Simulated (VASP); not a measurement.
A run of VASP 6.6.1 is set up as follows.

The input INCAR:

```
SYSTEM = Si11Ge5
  ALGO = Normal
  EDIFF = 1E-7
  EDIFFG = -0.005
  ENCUT = 600
  GGA = PS
  IBRION = 2
  ISIF = 3
  ISMEAR = 0
  KPAR = 4
  LASPH = .True.
  LCHARG = .False.
  LREAL = .False.
  LWAVE = .False.
  NELM = 80
  NSW = 90
  PREC = Accurate
  SIGMA = 0.03
```

The input KPOINTS:

```
k-points
0
Gamma
  6 6 5
  0 0 0
```

The input POSCAR:

```
Si11Ge5                                 
1.0
    0.0000000000      5.5004071720      5.5004071720
    5.5005731504     -0.0001659783      5.5005731504
    5.5004071720      5.5004071720      0.0000000000
  Si              Ge            
    11     5
Direct
     0.3776448753381238    0.3778036428399060    0.3722757409109851
     0.3764259539467444    0.8708876246357194    0.3762604674707918
     0.3764259539467444    0.8708876246357194    0.8764259539467443
     0.8722757409109851    0.3778036428399060    0.3722757409109851
     0.8722757409109851    0.3778036428399060    0.8776448753381237
     0.8762604674707919    0.8708876246357194    0.8764259539467443
     0.2539083964568435    0.7486788731350272    0.2487063652040646
     0.2486523359465334    0.7540429921603995    0.7486523359465335
     0.7486921147552125    0.2539236557343624    0.2486921147552125
     0.7487063652040647    0.7486788731350272    0.2487063652040646
     0.7487063652040647    0.7486788731350272    0.7539083964568435
     0.3735385543344149    0.3793843369967553    0.8735385543344151
     0.8750403508244672    0.8748789475265988    0.3750403508244671
     0.2485206562971061    0.2485532152499753    0.2544054721558125
     0.2485206562971061    0.2485532152499753    0.7485206562971060
     0.7544054721558124    0.2485532152499753    0.7485206562971060
```

Potentials or basis: VASP PAW PBE potentials, release 64 (Si, Ge_d).

The run is started by

```console
$ cat potpaw_PBE.64/Si/POTCAR potpaw_PBE.64/Ge_d/POTCAR > POTCAR
$ mpirun -np 4 vasp_std > vasp.out
```

What does it give for the relaxed volume?

20.81 Å³/atom.

Predict the relaxed cell.

a = 7.779 Å, b = 7.780 Å, c = 7.779 Å, α = 60.00°, β = 60.00°, γ = 60.00°.

Final structure:
```cif
data_structure
_symmetry_space_group_name_H-M 'P 1'
_symmetry_Int_Tables_number 1
_cell_length_a 7.7794
_cell_length_b 7.7800
_cell_length_c 7.7794
_cell_angle_alpha 60.003
_cell_angle_beta 60.000
_cell_angle_gamma 60.003
_cell_volume 332.94
loop_
_atom_site_label
_atom_site_type_symbol
_atom_site_fract_x
_atom_site_fract_y
_atom_site_fract_z
_atom_site_occupancy
Si1 Si 0.37764 0.37783 0.37227 1
Si2 Si 0.37644 0.87087 0.37624 1
Si3 Si 0.37644 0.87087 0.87644 1
Si4 Si 0.87227 0.37783 0.37227 1
Si5 Si 0.87227 0.37783 0.87764 1
Si6 Si 0.87624 0.87087 0.87644 1
Si7 Si 0.25386 0.74872 0.24871 1
Si8 Si 0.24864 0.75407 0.74864 1
Si9 Si 0.74871 0.25386 0.24871 1
Si10 Si 0.74871 0.74872 0.24871 1
Si11 Si 0.74871 0.74872 0.75386 1
Ge1 Ge 0.37354 0.37937 0.87354 1
Ge2 Ge 0.87505 0.87486 0.37505 1
Ge3 Ge 0.24853 0.24853 0.25440 1
Ge4 Ge 0.24853 0.24853 0.74853 1
Ge5 Ge 0.75440 0.24853 0.74853 1
```

Caveat: the PAW data sets were made with another functional, which shifts forces and pressure a little.
